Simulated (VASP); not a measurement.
The system is HfS2.

```
Hf S
1.0
     3.63966    0.00000    0.00000
    -1.81983    3.15204    0.00000
     0.00000    0.00000    6.05556
Hf S
1 2
Cartesian
  0.0000 0.0000 0.0000
  1.8198 1.0507 4.6262
  0.0000 2.1014 1.4294
```

The cell is a database's computed one.

```yaml
Program: VASP 6.6.1
Task: relaxation of cell and atoms
Functional: PBE
Dispersion: D3(BJ)
Potentials_or_basis: VASP PAW PBE potentials, release 64 (Hf_pv, S)
Cutoff: 600 eV
k_mesh: 9 × 9 × 5
Occupations: gaussian, width 0.03 eV
Spin: no spin polarisation
```

At the start: pressure -1.0 GPa; volume 23.16 Å³/atom.

Task: Where does the relaxation end?

Result: Over 13 steps the energy falls by 9.9 meV/atom and the volume is 21.55 Å³/atom (-6.9 %); space group P-3m1 (No. 164, to 0.05 Å).

The path:
```csv
step,energy change (eV),largest force (eV/Å),pressure (GPa),volume (Å³)
1,0.0000,0.1620,-1.05,69.47
2,-0.0063,0.3158,0.69,67.96
3,-0.0064,0.2992,0.54,68.12
4,-0.0120,0.1578,0.15,67.80
5,-0.0134,0.0495,-0.13,67.56
6,-0.0167,0.0398,-0.23,67.30
7,-0.0244,0.0082,-0.52,66.52
8,-0.0259,0.0638,-0.91,64.92
9,-0.0279,0.0192,-0.73,65.70
10,-0.0287,0.1172,0.54,64.57
11,-0.0292,0.0652,0.06,64.99
12,-0.0296,0.0379,0.03,64.84
13,-0.0298,0.0014,0.02,64.65
```

Final structure:
```xyz
3
Lattice="3.5968 0.0000 0.0000 -1.7984 3.1150 0.0000 0.0000 0.0000 5.7700" Properties=species:S:1:pos:R:3 pbc="T T T"
Hf    0.0000    0.0000    0.0000
S     1.7984    1.0383    4.3151
S     0.0000    2.0766    1.4549
```
